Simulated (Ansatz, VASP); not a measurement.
## Two plane-wave programs on N

```
N
1.0
     4.62925    0.00000    0.00000
     0.00000    4.62925    0.00000
     0.00000    0.00000    4.62925
N
4
Direct
  0.99998 0.99998 0.99998
  0.50002 0.00002 0.49998
  0.49998 0.50002 0.00002
  0.00002 0.49998 0.50002
```

Alike in both runs: functional LDA; k mesh 6 × 6 × 6; occupations gaussian, width 0.02 eV; collinear spin.

Ansatz relaxed the structure, and its values are those at the end. VASP's run is a single point on that final structure, the one shown.

|  | VASP | Ansatz |
| --- | --- | --- |
| version | VASP 6.6.1 | Ansatz 0.2.0 |
| potentials or method | VASP PAW LDA potentials, release 64 (N) | scalar-relativistic, plane waves, PAW |
| plane-wave cutoff (eV) | 520 | 420 |
| valence electrons in the cell | 20 | 20 |

VASP gave:

* gap on the k mesh at the Fermi level (eV): 1.12
* least direct gap on the mesh (eV): 1.33
* pressure (GPa): 0.5
* net moment per atom (μB): 3.00
* size of the moment on the site where the two differ most (μB): 1.94

Estimate Ansatz's values.

gap on the k mesh at the Fermi level (eV): 1.26; least direct gap on the mesh (eV): 1.47; pressure (GPa): 0.6; net moment per atom (μB): 3.00; size of the moment on the site where the two differ most (μB): 2.85.

Site moments also hang on the region over which each program counts them. Ansatz warned: «stress_scf_threshold_loose».

A k mesh can miss the band edges. LDA gaps usually lie below the measured ones, often by a third to a half.
